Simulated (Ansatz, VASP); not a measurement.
## B in VASP and in Ansatz

INCAR

```
SYSTEM = B
PREC = Accurate ; ENCUT = 520
EDIFF = 1E-6 ; ISMEAR = 0
SIGMA = 0.1 ; LREAL = .FALSE.
LASPH = .TRUE. ; NELM = 100
ALGO = Normal ; ISIF = 2
LWAVE = .FALSE. ; LCHARG = .FALSE.
GGA = PS ; NBANDS = 30
```

Contents of KPOINTS:

```
regular mesh
0
G
  6 6 6
  0 0 0
```

Contents of POSCAR:

```
B
1.0
    2.4491963929      1.4140441968      4.1747204365
   -2.4491963929      1.4140441968      4.1747204365
    0.0000000000     -2.8280883935      4.1747204365
B
12
Direct
    0.0099700400      0.6542851200      0.0099700400
    0.0099700400      0.0099700400      0.6542851200
    0.6542851200      0.0099700400      0.0099700400
    0.3457148800      0.9900299600      0.9900299600
    0.9900299600      0.3457148800      0.9900299600
    0.9900299600      0.9900299600      0.3457148800
    0.2205655700      0.6316348300      0.2205655700
    0.2205655700      0.2205655700      0.6316348300
    0.6316348300      0.2205655700      0.2205655700
    0.3683651700      0.7794344300      0.7794344300
    0.7794344300      0.3683651700      0.7794344300
    0.7794344300      0.7794344300      0.3683651700
```

Input for Ansatz:

```yaml
crystal:
  lattice:
    - [2.4491963929, 1.4140441968, 4.1747204365]
    - [-2.4491963929, 1.4140441968, 4.1747204365]
    - [0.0, -2.8280883935, 4.1747204365]
  atoms:
    - { symbol: B, position: [0.00997004, 0.65428512, 0.00997004] }
    - { symbol: B, position: [0.00997004, 0.00997004, 0.65428512] }
    - { symbol: B, position: [0.65428512, 0.00997004, 0.00997004] }
    - { symbol: B, position: [0.34571488, 0.99002996, 0.99002996] }
    - { symbol: B, position: [0.99002996, 0.34571488, 0.99002996] }
    - { symbol: B, position: [0.99002996, 0.99002996, 0.34571488] }
    - { symbol: B, position: [0.22056557, 0.63163483, 0.22056557] }
    - { symbol: B, position: [0.22056557, 0.22056557, 0.63163483] }
    - { symbol: B, position: [0.63163483, 0.22056557, 0.22056557] }
    - { symbol: B, position: [0.36836517, 0.77943443, 0.77943443] }
    - { symbol: B, position: [0.77943443, 0.36836517, 0.77943443] }
    - { symbol: B, position: [0.77943443, 0.77943443, 0.36836517] }
basis:
  ecutwfc: 420
kpoints:
  mp_grid: { grid: [6, 6, 6] }
hamiltonian:
  xc: pbesol
scf:
  occupations: { method: gaussian, width: 0.1 }
output:
  forces: true
  stress: true
  eigenvalues: true
```

Alike in both runs: task single point; functional PBEsol; k mesh 6 × 6 × 6; occupations gaussian, width 0.1 eV; no spin polarisation.

|  | VASP | Ansatz |
| --- | --- | --- |
| version | VASP 6.6.1 | Ansatz 0.2.0 |
| potentials or method | VASP PAW PBE potentials, release 64 (B) | scalar-relativistic, plane waves, PAW |
| plane-wave cutoff (eV) | 520 | 420 |
| valence electrons in the cell | 36 | 36 |

|  | VASP | Ansatz | Ansatz less VASP |
| --- | --- | --- | --- |
| gap on the k mesh at the Fermi level (eV) | 1.47 | 1.47 | +0.004 |
| least direct gap on the mesh (eV) | 1.83 | 1.83 | +0.003 |
| pressure (GPa) | -1.5 | -1.9 | -0.38 |
| largest component of the traceless stress (GPa) | 0.29 | 0.31 | +0.017 |
| rms of the force components (eV/Å) | 0.074 | 0.065 | -0.0085 |

Atom by atom the forces differ by 0.015 eV/Å (rms over components).

Caveats: the PAW data sets were made with another functional, which shifts forces and pressure a little (VASP). A k mesh can miss the band edges. A hybrid or GW would open this gap; PBEsol tends to underestimate it.
